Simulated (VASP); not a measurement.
# Ni (P6_3/mmc) in VASP: notebook, part 2 of 2

VASP 6.6.1.

## 3. Single point, PBE, collinear spin, ferromagnetic start

INCAR

```
  ADDGRID = F
  ALGO = Normal
  EDIFF = 1E-6
  ENCUT = 550
  GGA = PE
  ISIF = 2
  ISMEAR = 0
  ISPIN = 2
  LASPH = T
  LCHARG = F
  LMAXMIX = 4
  LORBIT = 11
  LREAL = F
  LWAVE = F
  MAGMOM = 1 1
  NBANDS = 21
  NELM = 100
  PREC = Accurate
  SIGMA = 0.1
```

KPOINTS

```
k-points
0
Gamma
  19 19 10
```

POSCAR

```
Ni
1.0
    2.4480228978      0.0000000000      0.0000000000
   -1.2240114489      2.1200500186      0.0000000000
    0.0000000000      0.0000000000      4.0728075700
Ni
2
Direct
    0.6666666667      0.3333333333      0.7500000000
    0.3333333333      0.6666666667      0.2500000000
```

Potentials or basis: VASP PAW PBE potentials, release 64 (Ni).

Started as:

```console
cat potpaw_PBE.64/Ni/POTCAR > POTCAR
mpirun -np 1 vasp_std > vasp.out
```

OUTCAR:

```text
EDIFF = 1E-6
   ENCUT = 550
   GGA = PE
   ISIF = 2
   ISMEAR = 0
   ISPIN = 2
   LASPH = T
   LORBIT = 11
   LREAL = F
   NELM = 100
   PREC = Accurate

 Found    240 irreducible k-points:

 Following reciprocal coordinates:
            Coordinates               Weight
  0.000000  0.000000  0.000000      1.000000
  0.052632 -0.000000  0.000000      6.000000
  0.105263 -0.000000  0.000000      6.000000
  0.157895  0.000000  0.000000      6.000000
  0.210526 -0.000000  0.000000      6.000000
  0.263158 -0.000000  0.000000      6.000000
   k-points           NKPTS =    240   k-points in BZ     NKDIM =    240   number of bands    NBANDS=     21
   number of dos      NEDOS =    301   number of ions     NIONS =      2
   total plane-waves  NPLWV =  12800
   dimension x,y,z NGX =    20 NGY =   20 NGZ =   32
   dimension x,y,z NGXF=    40 NGYF=   40 NGZF=   64
   ions per type =               2
   NGX,Y,Z   is equivalent  to a cutoff of  13.58, 13.58, 13.06 a.u.
   NGXF,Y,Z  is equivalent  to a cutoff of  27.16, 27.16, 26.12 a.u.
 SYSTEM =  unknown system
   PREC   = accura    normal or accurate (medium, high low for compatibility)
   ISTART =      0    job   : 0-new  1-cont  2-samecut
   ICHARG =      2    charge: 1-file 2-atom 10-const
   ISPIN  =      2    spin polarized calculation?
   LNONCOLLINEAR =      F non collinear calculations
   LSORBIT =      F    spin-orbit coupling
   LASPH  =      T    aspherical Exc in radial PAW
   ENCUT  =  550.0 eV  40.42 Ry    6.36 a.u.   4.68  4.68  7.79*2*pi/ulx,y,z
   NELM   =    100;   NELMIN=  2; NELMDL= -5     # of ELM steps
   EDIFF  = 0.1E-05   stopping-criterion for ELM
   LREAL  =      F    real-space projection
   EDIFFG = 0.1E-04   stopping-criterion for IOM
   NSW    =      0    number of steps for IOM
   IBRION =     -1    ionic relax: 0-MD 1-quasi-New 2-CG
   NFREE  =      0    steps in history (QN), initial steepest desc. (CG)
   ISIF   =      2    stress and relaxation
   ISYM   =      2    0-nonsym 1-usesym 2-fastsym
   POTIM  = 0.5000    time-step for ionic-motion
   TEBEG  =    0.0;   TEEND  =   0.0 temperature during run
   PSTRESS=    0.0 pullay stress
   NELECT =      20.0000    total number of electrons
   NUPDOWN=      -1.0000    fix difference up-down
   EMIN   =  10.00;   EMAX   =-10.00  energy-range for DOS
   EFERMI =   0.00;   METHOD = LEGACY
   ISMEAR =     0;   SIGMA  =   0.10  broadening in eV -4-tet -1-fermi 0-gaus
   EFERMI_NEDOS =   21; number of points for ismear=-14 and -15
   IALGO  =     38    algorithm
   IMIX   =      4    mixing-type and parameters
     AMIX     =   0.40;   BMIX     =  1.00
     AMIX_MAG =   1.60;   BMIX_MAG =  1.00
  volume/ion in A,a.u.               =      10.57        71.32
  Fermi-wavevector in a.u.,A,eV,Ry     =   1.607187  3.037143 35.144518  2.583049
  Thomas-Fermi vector in A             =   2.703255
   LORBIT       =     11    0 simple, 1 ext, 2 COOP (PROOUT), +10 PAW based schemes
   GGA     = PE    functional components
   LHFCALC =     F    Hartree Fock is set to
   AEXX    =    0.0000 exact exchange contribution
   IVDW    =     0    specifies the selected vdW correction
   LEPSILON=     F    determine dielectric tensor
   LRPA    =     F    only Hartree local field effects (RPA)
 spin polarized calculation
 Gauss-broadening in eV      SIGMA  =   0.10
  energy-cutoff  :      550.00
  volume of cell :       21.14
 maximum number of plane-waves:       640
 NGX is ok and might be reduce to    20
   NGX =  9   NGY =  9   NGZ = 15

 number of electron      20.0000006 magnetization       1.2481695

 Free energy of the ion-electron system (eV)
  ---------------------------------------------------
  ext. energy  EPLUGINS =         0.00000000
  ---------------------------------------------------
  free energy    TOTEN  =       -10.88078228 eV

  energy without entropy =      -10.85868830  energy(sigma->0) =      -10.86973529

 E-fermi :   9.8092     XC(G=0): -13.4263

 val. band max:        9.8067735447   @ k =   0.3684   0.1579   0.4000
 cond. band min:       9.8098932808   @ k =   0.1579   0.0000   0.2000
 fundamental gap:      0.0031197361
 Fermi energy:         9.8092258350

 spin component 1

 k-point     1 :       0.0000    0.0000    0.0000
  band No.  band energies     occupation
      1       0.5768      1.00000
      2       4.7871      1.00000
      3       7.2343      1.00000
      4       7.3916      1.00000
      5       7.3916      1.00000
      6       7.6551      1.00000
[... 13 lines left out ...]
     20      36.5510      0.00000
     21      40.4714      0.00000

 k-point     2 :       0.0526   -0.0000    0.0000
  band No.  band energies     occupation
      1       0.6768      1.00000
      2       4.8506      1.00000
      3       7.1873      1.00000
      4       7.4274      1.00000
      5       7.4356      1.00000
      6       7.6312      1.00000
[... 13 lines left out ...]
     20      38.4456      0.00000
     21      39.3892      0.00000

 k-point     3 :       0.1053   -0.0000    0.0000
  band No.  band energies     occupation
      1       0.9732      1.00000
      2       5.0301      1.00000
      3       7.0722      1.00000
      4       7.4899      1.00000
      5       7.5647      1.00000
      6       7.5934      1.00000
[... 13 lines left out ...]
     20      39.4414      0.00000
     21      39.8611      0.00000
[... 25 lines left out ...]
 k-point     5 :       0.2105   -0.0000    0.0000
  band No.  band energies     occupation
      1       2.0997      1.00000
      2       5.5468      1.00000
      3       6.7345      1.00000
      4       6.7937      1.00000
      5       7.3241      1.00000
      6       7.8402      1.00000
[... 13 lines left out ...]
     20      38.9966      0.00000
     21      39.1433      0.00000

 k-point     6 :       0.2632   -0.0000    0.0000
  band No.  band energies     occupation
      1       2.8662      1.00000
      2       5.6862      1.00000
      3       6.3560      1.00000
      4       6.7491      1.00000
      5       7.2826      1.00000
      6       7.7166      1.00000
[... 13 lines left out ...]
     20      38.1584      0.00000
     21      38.7781      0.00000

 [... further k-points ...]

 spin component 2

 k-point     1 :       0.0000    0.0000    0.0000
  band No.  band energies     occupation
      1       0.5493      1.00000
      2       5.1858      1.00000
      3       7.9423      1.00000
      4       8.0678      1.00000
      5       8.0678      1.00000
      6       8.3498      1.00000
[... 13 lines left out ...]
     20      36.6353      0.00000
     21      40.5532      0.00000

 k-point     2 :       0.0526   -0.0000    0.0000
  band No.  band energies     occupation
      1       0.6494      1.00000
      2       5.2533      1.00000
      3       7.8770      1.00000
      4       8.1137      1.00000
      5       8.1192      1.00000
      6       8.3231      1.00000
[... 13 lines left out ...]
     20      38.4986      0.00000
     21      39.3126      0.00000

 k-point     3 :       0.1053   -0.0000    0.0000
  band No.  band energies     occupation
      1       0.9464      1.00000
      2       5.4452      1.00000
      3       7.7394      1.00000
      4       8.1067      1.00000
      5       8.1865      1.00000
      6       8.2482      1.00000
[... 13 lines left out ...]
     20      39.5531      0.00000
     21      39.9364      0.00000
[... 25 lines left out ...]
 k-point     5 :       0.2105   -0.0000    0.0000
  band No.  band energies     occupation
      1       2.0804      1.00000
      2       6.0160      1.00000
      3       7.1330      1.00000
      4       7.4065      1.00000
      5       7.9857      1.00000
      6       8.4744      1.00000
[... 13 lines left out ...]
     20      39.0618      0.00000
     21      39.1351      0.00000

 k-point     6 :       0.2632   -0.0000    0.0000
  band No.  band energies     occupation
      1       2.8624      1.00000
      2       6.1951      1.00000
      3       6.7700      1.00000
      4       7.3192      1.00000
      5       7.9341      1.00000
      6       8.3439      1.00000
[... 13 lines left out ...]
     20      38.2853      0.00000
     21      38.8020      0.00000

 [... further k-points ...]

------------------------ aborting loop because EDIFF is reached ----------------------------------------

  FORCE on cell =-STRESS in cart. coord.  units (eV):
  Direction    XX          YY          ZZ          XY          YZ          ZX
  --------------------------------------------------------------------------------------
  -------------------------------------------------------------------------------------
  Total        1.0379709      1.0379709      0.6172383      0.0000000      0.0000000      0.0000000
  in kB       78.6756405     78.6756405     46.7851478      0.0000000      0.0000000      0.0000000
  external PRESSURE =      68.0454762 kB  Pullay stress =       0.0000000 kB

 VOLUME and BASIS-vectors are now :
 -----------------------------------------------------------------------------
  energy-cutoff  :      550.00
  volume of cell :       21.14
      direct lattice vectors                 reciprocal lattice vectors
     2.448022898  0.000000000  0.000000000     0.408492911  0.235843492  0.000000000
    -1.224011449  2.120050019  0.000000000     0.000000000  0.471686984  0.000000000
     0.000000000  0.000000000  4.072807570     0.000000000  0.000000000  0.245530873

 POSITION                                       TOTAL-FORCE (eV/Angst)
 -----------------------------------------------------------------------------------
      1.22401      0.70668      3.05461         0.000000      0.000000      0.000000
     -0.00000      1.41337      1.01820        -0.000000     -0.000000      0.000000
 -----------------------------------------------------------------------------------
    total drift:                               -0.000000      0.000000     -0.000000

  FREE ENERGIE OF THE ION-ELECTRON SYSTEM (eV)
  ---------------------------------------------------
  free  energy   TOTEN  =       -10.8807822796 eV

  energy  without entropy=      -10.8586882997  energy(sigma->0) =      -10.86973529

 total charge

# of ion       s       p       d       tot
------------------------------------------
    1        0.509   0.524   8.331   9.364
    2        0.509   0.524   8.331   9.364
--------------------------------------------------
tot          1.018   1.047  16.663  18.728

 magnetization (x)

# of ion       s       p       d       tot
------------------------------------------
    1       -0.005  -0.024   0.662   0.633
    2       -0.005  -0.024   0.662   0.633
--------------------------------------------------
tot         -0.010  -0.049   1.325   1.266
```

It took 74 s on 1 thread of AMD EPYC 9R45 (Zen 5), shared host; peak memory 0.24 GiB.

These settings aren't checked as converged: the numbers below hold their error.

What came out:

```yaml
Free_energy: -10.8808 eV
Pressure: 6.8 GPa
Band_gap_on_the_k_mesh: none (metal or under the smearing width)
Net_moment: 1.25 μB per cell
Site_moments: Ni +0.63 μB
Valence_electrons_inside_the_program's_atomic_spheres: Ni 9.36
```

## 4. Single point, PBE, collinear spin, ferromagnetic start

INCAR: that of step 3 with these lines changed.

```diff
@@ -17,3 +17,3 @@
   NELM = 100
-  PREC = Accurate
+  PREC = Low
   SIGMA = 0.1
```

KPOINTS is that of step 3.

POSCAR is that of step 3.

Started as:

```console
cat potpaw_PBE.64/Ni/POTCAR > POTCAR
mpirun -np 1 vasp_std > vasp.out
```

Wall time 42 s (1 thread of AMD EPYC 9R45 (Zen 5), shared host); peak memory 0.2 GiB.

These settings aren't checked as converged: the numbers below hold their error.

What came out:

```
Free energy                                           : -10.8832 eV
Pressure                                              : 6.9 GPa
Band gap on the k mesh                                : none (metal or under the smearing width)
Net moment                                            : 1.25 μB per cell
Site moments                                          : Ni +0.63 μB
Valence electrons inside the program's atomic spheres : Ni 9.36
```

## 5. The reference run

An earlier run on the cell as given: functional PBE; potentials or basis VASP PAW PBE potentials, release 64 (Ni); cutoff 520 eV; k mesh 12 × 12 × 7; occupations fermi-dirac, width 0.05 eV; collinear spin, ferromagnetic start; starting moments [1.0, 1.0] μB.

- Pressure: 7.0 GPa
- Band gap on the k mesh: none (metal or under the smearing width)
- Net moment: 1.27 μB per cell
- Site moments: Ni +0.64 μB
- Valence electrons inside the program's atomic spheres: Ni 9.36
